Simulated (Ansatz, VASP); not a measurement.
## Al26RuN27 (Ru_Al): VASP beside Ansatz

Wanted: the spread between two codes on one cell, functional and k mesh. Of the first pair: The structure shown is the start of the Ansatz relaxation below; VASP solves that cell, so the two are compared at the walk's first step.

Calculated with Ansatz 0.2.0; plane waves, with VASP 6.6.1 beside it; single point at r2SCAN.

**1. Set-up**

The cell holds 54 atoms: 26 Al, 27 N and 1 Ru. Cell: a = 9.269 Å, b = 9.269 Å, c = 9.269 Å, α = 60.0°, β = 60.0°, γ = 60.0°. It derives from AlN (AlN (F-43m)). Nearest the centre at fractional (0.333, 0.667, 0.667): Ru54 at 0.05 Å, N43 at 1.85 Å, N41 at 1.87 Å, N35 at 1.88 Å, N44 at 1.92 Å, Al26 at 3.05 Å, Al17 at 3.06 Å, Al15 at 3.06 Å.

As a file:

```xyz
54
Lattice="0.0000 6.5542 6.5542 6.5542 0.0000 6.5542 6.5542 6.5542 0.0000" Properties=species:S:1:pos:R:3 pbc="T T T"
Al    6.5612    6.5368    0.0463
Al    8.7507    2.2329    6.5476
Al   10.9554   10.9301   13.0703
Al    2.2013    6.5446    8.6927
Al    4.4080    8.7208    8.7652
Al    6.5168    4.4009    2.1953
Al   10.9584   13.0922   10.9557
Al    6.5641    8.6922   10.9385
Al    8.6979    4.3879    4.3477
Al    6.5933    8.7095    2.1951
Al    2.2149    4.3300    2.1788
Al    4.3362    6.5169    2.1844
Al    8.7549    8.6951    4.3514
Al    4.3862    4.3616    4.3230
Al    6.5972    6.5291    4.3646
Al   10.8920    8.7586    6.5875
Al    6.5537    4.4169    6.5384
Al    6.5266    4.4096   10.9125
Al    2.1516    6.5256    4.3936
Al    4.3478    8.7088    4.4030
Al    2.1617    4.4105    6.5711
Al    4.4078    6.5606    6.5856
Al    6.5605    8.7806    6.5274
Al   10.9511   10.8887    8.7619
Al    6.5160    6.5350    8.7649
Al    8.7261    8.6921    8.7268
N     1.0802    1.1155    1.0497
N     3.3142    3.2978    1.1188
N     5.4222    5.4512    1.0637
N     3.3185    1.1147    3.2600
N     5.4565    3.3007    3.3209
N     7.6146    5.4909    3.3023
N     5.4150    1.0751    5.4584
N     7.6192    3.3189    5.4628
N     9.8205    5.4374    5.5041
N     1.0648    3.2949    3.3148
N     3.2308    5.4615    3.2960
N     5.4124    7.6415    3.2717
N     3.2889    3.2765    5.5104
N     5.4439    5.4152    5.4601
N     7.6635    7.6020    5.4468
N     5.5067    3.2703    7.6676
N     7.6454    5.5060    7.6231
N     9.8155    7.6912    7.6626
N     1.1291    5.4907    5.4440
N     3.2886    7.6035    5.4392
N     5.4402    9.8302    5.5069
N     3.2495    5.4492    7.6863
N     5.4995    7.6463    7.6794
N     7.6779    9.8127    7.6808
N     5.5081    5.4431    9.8288
N     7.6670    7.6914    9.8231
N     9.7819    9.8389    9.8331
Ru    8.7751    6.5199    6.5500
```

**2. Ansatz: relaxation, r2SCAN**

Ansatz runs on its PAW soft_1 files.

The two programs are compared at the cell with which this relaxation starts, whose forces are those of its first step.

Input file input.yaml:

```yaml
crystal:
  lattice:
    - [0.0, 6.55418986, 6.55418986]
    - [6.55418986, 0.0, 6.55418986]
    - [6.55418986, 6.55418986, 0.0]
  atoms:
    - { symbol: Al, position: [0.0, 0.0, 0.0] }
    - { symbol: "N", position: [0.08333333, 0.08333333, 0.08333333] }
    - { symbol: Al, position: [0.0, 0.0, 0.33333333] }
    - { symbol: "N", position: [0.08333333, 0.08333333, 0.41666667] }
    - { symbol: Al, position: [0.0, 0.0, 0.66666667] }
    - { symbol: "N", position: [0.08333333, 0.08333333, 0.75] }
    - { symbol: Al, position: [0.0, 0.33333333, 0.0] }
    - { symbol: "N", position: [0.08333333, 0.41666667, 0.08333333] }
    - { symbol: Al, position: [0.0, 0.33333333, 0.33333333] }
    - { symbol: "N", position: [0.08333333, 0.41666667, 0.41666667] }
    - { symbol: Al, position: [0.0, 0.33333333, 0.66666667] }
    - { symbol: "N", position: [0.08333333, 0.41666667, 0.75] }
    - { symbol: Al, position: [0.0, 0.66666667, 0.0] }
    - { symbol: "N", position: [0.08333333, 0.75, 0.08333333] }
    - { symbol: Al, position: [0.0, 0.66666667, 0.33333333] }
    - { symbol: "N", position: [0.08333333, 0.75, 0.41666667] }
    - { symbol: Al, position: [0.0, 0.66666667, 0.66666667] }
    - { symbol: "N", position: [0.08333333, 0.75, 0.75] }
    - { symbol: Al, position: [0.33333333, 0.0, 0.0] }
    - { symbol: "N", position: [0.41666667, 0.08333333, 0.08333333] }
    - { symbol: Al, position: [0.33333333, 0.0, 0.33333333] }
    - { symbol: "N", position: [0.41666667, 0.08333333, 0.41666667] }
    - { symbol: Al, position: [0.33333333, 0.0, 0.66666667] }
    - { symbol: "N", position: [0.41666667, 0.08333333, 0.75] }
    - { symbol: Al, position: [0.33333333, 0.33333333, 0.0] }
    - { symbol: "N", position: [0.41666667, 0.41666667, 0.08333333] }
    - { symbol: Al, position: [0.33333333, 0.33333333, 0.33333333] }
    - { symbol: "N", position: [0.41666667, 0.41666667, 0.41666667] }
    - { symbol: Al, position: [0.33333333, 0.33333333, 0.66666667] }
    - { symbol: "N", position: [0.41666667, 0.41666667, 0.75] }
    - { symbol: Al, position: [0.33333333, 0.66666667, 0.0] }
    - { symbol: "N", position: [0.41666667, 0.75, 0.08333333] }
    - { symbol: Al, position: [0.33333333, 0.66666667, 0.33333333] }
    - { symbol: "N", position: [0.41666667, 0.75, 0.41666667] }
    - { symbol: Ru, position: [0.33333333, 0.66666667, 0.66666667], spin: 5.0 }
    - { symbol: "N", position: [0.41666667, 0.75, 0.75] }
    - { symbol: Al, position: [0.66666667, 0.0, 0.0] }
    - { symbol: "N", position: [0.75, 0.08333333, 0.08333333] }
    - { symbol: Al, position: [0.66666667, 0.0, 0.33333333] }
    - { symbol: "N", position: [0.75, 0.08333333, 0.41666667] }
    - { symbol: Al, position: [0.66666667, 0.0, 0.66666667] }
    - { symbol: "N", position: [0.75, 0.08333333, 0.75] }
    - { symbol: Al, position: [0.66666667, 0.33333333, 0.0] }
    - { symbol: "N", position: [0.75, 0.41666667, 0.08333333] }
    - { symbol: Al, position: [0.66666667, 0.33333333, 0.33333333] }
    - { symbol: "N", position: [0.75, 0.41666667, 0.41666667] }
    - { symbol: Al, position: [0.66666667, 0.33333333, 0.66666667] }
    - { symbol: "N", position: [0.75, 0.41666667, 0.75] }
    - { symbol: Al, position: [0.66666667, 0.66666667, 0.0] }
    - { symbol: "N", position: [0.75, 0.75, 0.08333333] }
    - { symbol: Al, position: [0.66666667, 0.66666667, 0.33333333] }
    - { symbol: "N", position: [0.75, 0.75, 0.41666667] }
    - { symbol: Al, position: [0.66666667, 0.66666667, 0.66666667] }
    - { symbol: "N", position: [0.75, 0.75, 0.75] }
  host:
    repeats: [3, 3, 3]
    atoms:
      - { symbol: Al, position: [0.0, 0.0, 0.0] }
      - { symbol: "N", position: [0.25, 0.25, 0.25] }
basis:
  ecutwfc: 500
  xc_grid: 2
hamiltonian:
  xc: r2scan
  pseudopotentials: { kind: paw, azcp: { folder: soft_1 } }
kpoints:
  mp_grid: { grid: [1, 1, 1], shift: [0.25, 0.25, 0.25] }
magnetization:
  spin_polarized: true
  initial_magnetization: 5
  spin_locking: { lock_magnetization: hard }
scf:
  occupations: { method: fixed }
  max_iter: 100
output:
  forces: true
  charged_corrections:
    epsilon: 4.64
    static_epsilon: 8.51
    defect_position: [0.333333, 0.666667, 0.666667]
relax:
  f_tol: 0.02
  max_steps: 80
  random_displacement: { amplitude: 0.05, seed: 7764 }
checkpoint:
  write: "../q0_M5.relax.run"
  compress: false
  write_wavefunctions: true
  write_every: 100000
```

Launch:

```sh
$ ansatz run input.yaml --threads 4 --pin off --max-ram 7536MiB --backend cpu --events-out ev --progress --plain --runs-dir out
```

Numbers of over 12 decimals in the logs are rounded to 6 here.

The log of the run:

```text
Warning: This run holds its total moment fixed (magnetization.spin_locking.lock_magnetization: hard) and mixes its density by anderson or broyden (scf.mixing.algorithm, typed or taken by auto). Slabs with a fixed moment have converged under broyden above another state at the same moment, at the default mixing steps and at smaller ones, and under scf.lower_state_search: standard, light or off a state that such a mixer [...]
Engine: ansatz 0.2.0, aarch64-unknown-linux-gnu
Pseudopotentials: kind: paw
Pseudopotential: Al, paw, valence charge 3, recommended cutoff 500 eV (meta_gga), soft_1/Al.paw.azcp
Pseudopotential: N, paw, valence charge 5, recommended cutoff 500 eV (meta_gga), soft_1/N.paw.azcp
Pseudopotential: Ru, paw, valence charge 16, recommended cutoff 500 eV (meta_gga), soft_1/Ru.paw.azcp
Functional definition: r2SCAN
  parameter k0 = 0.174
  parameter k1 = 0.065
  parameter a1 = 4.9479
  exchange = r2scan_x(k0 = k0, k1 = k1, a1 = a1)
  correlation = r2scan_c
Crystal: 54 atoms, lattice volume = 563.102 Å³
Basis set: ecut = 500 eV, 14331 PW (Γ), exchange–correlation on 144×144×144 points (8 copies of the dense FFT grid, shifted against one another)
Bands: 171, of which v1, the nominal top of the filled ones, is band 115 counted from 1 (114 counted from 0)
Symmetry: 1 space group operations
k-points: 1
Non-local potential: Al, projectors of the file, l = 0: 2, l = 1: 2, l = 2: 1
Non-local potential: N, projectors of the file, l = 0: 2, l = 1: 2, l = 2: 1
Non-local potential: Ru, projectors of the file, l = 0: 3, l = 1: 2, l = 2: 2, l = 3: 1
PAW form: soft (Blöchl's): semilocal exchange-correlation on the pseudo side does not see the compensation charge
PAW frozen core: Al, regenerated for the run's functional (the file was generated under x = pbe(κ = 0.804, μ = 0.219515), c = pbe(β = 0.066725))
PAW frozen core: N, regenerated for the run's functional (the file was generated under x = pbe(κ = 0.804, μ = 0.219515), c = pbe(β = 0.066725))
PAW frozen core: Ru, regenerated for the run's functional (the file was generated under x = pbe(κ = 0.804, μ = 0.219515), c = pbe(β = 0.066725))
PAW one-centre angular grid: Al, 302 points (default); XC on 160 Gauss nodes
PAW one-centre angular grid: N, 302 points (default); XC on 160 Gauss nodes
PAW one-centre angular grid: Ru, 590 points (default); XC on 160 Gauss nodes
Initial density: superposition of atomic densities (chi_scale 0.1, normalization cell, long waves kept (reshape's long-wave potential 0.04 eV rms))
Starting moments: Σ|m| = 5 μB on 1 of 54 sites
Initial wavefunctions: pseudopotential atomic-orbital guess
Functional: x = r2scan, c = r2scan; τ floored in thin density (d = 2e-4 eV/Å³)
SCF iter   1: F=—  HF=-30434.535922 eV  |F-HF|=—  |Δ(HF+E_count)|=         —  Δρ=7.61e-2 (↑7.61e-2 ↓6.98e-2)  dr2=1.37e2  dr2_τ=3.91e0  dr2_m=2.60e0  M=5.000 μB ∫|m|=5.008 μB  β_m=1.20  ethr=3.10e-3  ⟨swp⟩=5.0  Hψ=1102  notcnv=0  defer=101
preconditioner: auto → Resta (q_TF=auto, 2.348 Å⁻¹)  ε∞=3.4  [insulator: Δε(μ)=0.667 eV  Ē_g=15.066 eV  n_scr=136 (ndim 8)  ℏωp=23.3 eV  f_vac=0.000  ε∞_Penn≈3.4]
spin=Collinear: Resta preconditioning applied to the charge; magnetization (m = ρ↑ − ρ↓) channel mixes plain (no charge-response kernel on spin).
SCF iter   2: F=—  HF=-30408.929278 eV  |F-HF|=—  |Δ(HF+E_count)|=    2.56e1  Δρ=3.60e-2 (↑3.60e-2 ↓3.50e-2)  dr2=3.50e1  dr2_τ=3.40e-1  dr2_m=5.44e-2  M=5.000 μB ∫|m|=5.032 μB  β_m=1.20  ethr=3.10e-3  ⟨swp⟩=3.0  Hψ=603  notcnv=0  defer=107  κ⁻¹=1.0e0(r=1)
SCF iter   3: F=—  HF=-30405.079504 eV  |F-HF|=—  |Δ(HF+E_count)|=    3.85e0  Δρ=1.95e-2 (↑1.81e-2 ↓1.95e-2)  dr2=5.37e0  dr2_τ=5.48e-2  dr2_m=7.51e-2  M=5.000 μB ∫|m|=5.047 μB  β_m=1.20  ethr=3.10e-3  ⟨swp⟩=2.5  Hψ=529  notcnv=0  defer=107  κ⁻¹=8.0e-2(r=2)
SCF iter   4: F=—  HF=-30405.415791 eV  |F-HF|=—  |Δ(HF+E_count)|=   3.36e-1  Δρ=1.26e-2 (↑1.26e-2 ↓1.24e-2)  dr2=1.89e0  dr2_τ=2.94e-2  dr2_m=5.22e-3  M=5.000 μB ∫|m|=5.042 μB  β_m=1.20  ethr=2.34e-3  ⟨swp⟩=2.0  Hψ=368  notcnv=0  defer=108  κ⁻¹=1.5e-2(r=3)
SCF iter   5: F=—  HF=-30405.714030 eV  |F-HF|=—  |Δ(HF+E_count)|=   2.98e-1  Δρ=5.54e-3 (↑5.54e-3 ↓5.50e-3)  dr2=3.86e-1  dr2_τ=5.69e-3  dr2_m=3.58e-4  M=5.000 μB ∫|m|=5.039 μB  β_m=1.20  ethr=8.26e-4  ⟨swp⟩=2.0  Hψ=251  notcnv=0  defer=109  κ⁻¹=1.9e-3(r=4)
[...]
atom  39  Al    -0.00664263    -0.00083980    -0.00128747
  atom  40  N      0.00569187    -0.00035879    -0.00208367
  atom  41  Al    -0.00413003    -0.00293603     0.00132484
  atom  42  N      0.00351342     0.00046385     0.00141660
  atom  43  Al    -0.00574481     0.00256185    -0.00206287
  atom  44  N      0.00466340    -0.00106077    -0.00145343
  atom  45  Al    -0.00481398    -0.00036283    -0.00038271
  atom  46  N      0.00739677    -0.00025363     0.00022768
  atom  47  Al    -0.01050801     0.00062142     0.00279230
  atom  48  N      0.00929079    -0.00224784    -0.00067867
  atom  49  Al    -0.00478957     0.00253708    -0.00052002
  atom  50  N      0.00410122     0.00062807    -0.00040951
  atom  51  Al    -0.00854035     0.00051545    -0.00306796
  atom  52  N      0.01029209     0.00075511    -0.00102030
  atom  53  Al    -0.01151209    -0.00403121    -0.00253560
  atom  54  N      0.00578659     0.00183073     0.00088511
  max |Σ_I F_I| component: 1.53e-2 eV/Å
--- Band table (eV) ---
  k-point 0 ↑: bands = [... 111 lower, 6.9547, 7.1627, 7.1629, 8.6617, 8.8590, 8.8597, 12.0784, 12.3124, ... 52 higher]
  k-point 0 ↓: bands = [... 111 lower, 6.9869, 9.6972, 9.6973, 10.4851, 10.6408, 10.6413, 12.3088, 12.4198, ... 52 higher]
--- Relaxed structure (5 steps of the walk, 5 accepted, 0 SCFs on fresh bases) ---
  F+E_penalty+E_count = -30408.90824526 eV   max|allowed force component| = 1.162e-2 eV/Å
  atoms:
    - { symbol: Al, position: [0.000124692, 0.000602976, -0.000544512] }
    - { symbol: N, position: [0.083807, 0.084041, 0.082896] }
    - { symbol: Al, position: [0.000144397, 0.000620576, 0.332646] }
    - { symbol: N, position: [0.083571, 0.084456, 0.416035] }
    - { symbol: Al, position: [-0.00166188, 0.00383536, 0.665345] }
    - { symbol: N, position: [0.083509, 0.084496, 0.749587] }
    - { symbol: Al, position: [0.000150667, 0.333787, -0.000525472] }
    - { symbol: N, position: [0.083579, 0.417191, 0.083308] }
    - { symbol: Al, position: [0.00022515, 0.333865, 0.332693] }
    - { symbol: N, position: [0.083860, 0.417376, 0.416254] }
    - { symbol: Al, position: [0.000239938, 0.333838, 0.666170] }
    - { symbol: N, position: [0.083633, 0.417207, 0.749583] }
    - { symbol: Al, position: [-0.00160509, 0.666497, 0.00266917] }
    - { symbol: N, position: [0.083535, 0.750715, 0.083366] }
    - { symbol: Al, position: [0.000253667, 0.667322, 0.332699] }
    - { symbol: N, position: [0.083656, 0.750695, 0.416089] }
    - { symbol: Al, position: [-0.00205783, 0.666613, 0.665499] }
    - { symbol: N, position: [0.061418, 0.758101, 0.756974] }
    - { symbol: Al, position: [0.333903, 0.000281692, -0.000854029] }
    - { symbol: N, position: [0.416962, 0.084095, 0.082933] }
    - { symbol: Al, position: [0.332837, 0.00383015, 0.330857] }
    - { symbol: N, position: [0.417154, 0.084478, 0.415958] }
    - { symbol: Al, position: [0.332933, 0.00337484, 0.665426] }
    - { symbol: N, position: [0.416922, 0.083794, 0.749410] }
    - { symbol: Al, position: [0.332859, 0.332018, 0.00265671] }
    - { symbol: N, position: [0.417159, 0.417064, 0.083361] }
    - { symbol: Al, position: [0.333717, 0.333840, 0.332697] }
    - { symbol: N, position: [0.417153, 0.417193, 0.416080] }
    - { symbol: Al, position: [0.332993, 0.331522, 0.665494] }
    - { symbol: N, position: [0.424478, 0.395072, 0.756930] }
    - { symbol: Al, position: [0.332961, 0.666552, 0.00228533] }
    - { symbol: N, position: [0.416961, 0.750538, 0.082678] }
    - { symbol: Al, position: [0.332991, 0.666615, 0.330429] }
    - { symbol: N, position: [0.424540, 0.758097, 0.393867] }
    - { symbol: Ru, position: [0.333332, 0.667091, 0.665842] }
    - { symbol: N, position: [0.424116, 0.757624, 0.756555] }
    - { symbol: Al, position: [0.666742, 0.000384808, -0.00074071] }
    - { symbol: N, position: [0.750438, 0.083994, 0.082853] }
    - { symbol: Al, position: [0.666997, 0.000607359, 0.332592] }
    - { symbol: N, position: [0.750459, 0.084026, 0.416276] }
    - { symbol: Al, position: [0.666640, 0.000271153, 0.666414] }
    - { symbol: N, position: [0.750446, 0.084085, 0.749470] }
    - { symbol: Al, position: [0.666998, 0.333738, -0.000548985] }
    - { symbol: N, position: [0.750455, 0.417422, 0.082888] }
    - { symbol: Al, position: [0.667007, 0.333780, 0.332644] }
    - { symbol: N, position: [0.750886, 0.417163, 0.416038] }
    - { symbol: Al, position: [0.670149, 0.332012, 0.665374] }
    - { symbol: N, position: [0.750967, 0.417072, 0.749565] }
    - { symbol: Al, position: [0.666650, 0.667546, -0.00084443] }
    - { symbol: N, position: [0.750499, 0.750598, 0.082939] }
    - { symbol: Al, position: [0.670218, 0.666497, 0.330860] }
    - { symbol: N, position: [0.750975, 0.750701, 0.415947] }
    - { symbol: Al, position: [0.669829, 0.666554, 0.665449] }
    - { symbol: N, position: [0.750229, 0.750544, 0.749415] }
```

(Part 1 of 2 ends here.)

[Lines on the potential files, build, host, timing and source positions are cut from VASP's logs without a mark.]

[Logs are printed without paths, hosts, clocks, repeated set-up lines and the standing remarks that a program may print on its own settings, such as how far it seeks lower states.]

[Hosts, paths, dates, database ids (printed as entryN), source tags and the programs' standing remarks are cut or masked in the printed files.]
